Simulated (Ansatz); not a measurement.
A run of Ansatz 0.2.0 is set up as follows.

input.yaml

```yaml
crystal:
  lattice:
    - [-3.48417028, 3.48417028, 3.48417028]
    - [3.48417028, -3.48417028, 3.48417028]
    - [3.48417028, 3.48417028, -3.48417028]
  atoms:
    - { symbol: Ge, position: [0.29889908, 0.29889908, 0.29889908] }
    - { symbol: Ge, position: [0.0, 0.20110092, 0.5] }
    - { symbol: Ge, position: [0.20110092, 0.5, 0.0] }
    - { symbol: Ge, position: [0.5, 0.0, 0.20110092] }
    - { symbol: Ge, position: [0.70110092, 0.70110092, 0.70110092] }
    - { symbol: Ge, position: [0.0, 0.79889908, 0.5] }
    - { symbol: Ge, position: [0.79889908, 0.5, 0.0] }
    - { symbol: Ge, position: [0.5, 0.0, 0.79889908] }
hamiltonian:
  xc: revpbe
  pseudopotentials: { kind: paw }
  dispersion: d3bj
kpoints:
  mp_grid: { grid: [6, 6, 6] }
scf:
  occupations: { method: gaussian, width: 0.05 }
output:
  forces: true
  stress: true
  eigenvalues: true
```

Potentials or basis: Ansatz PAW.

The run is started by

```sh
$ ansatz run input.yaml --threads 4 --pin off --max-ram 11264MiB --backend cpu --events-out ev --progress --plain --runs-dir out
```

**Question.** Estimate the pressure.

**Answer.** -0.3 GPa.

**Question.** Predict the largest force.

**Answer.** 0.283 eV/Å.

Forces in eV/Å, atoms in the order of the input:
```
Ge  -0.163 -0.163 -0.163
Ge   0.163 -0.163  0.163
Ge  -0.163  0.163  0.163
Ge   0.163  0.163 -0.163
Ge   0.163  0.163  0.163
Ge  -0.163  0.163 -0.163
Ge   0.163 -0.163 -0.163
Ge  -0.163 -0.163  0.163
```

Caveat: pairwise dispersion overbinds metals, which lowers pressure and volume; the PAW data sets come from PBE, with cores solved anew for the run's functional, which leaves a small shift of forces and pressure.
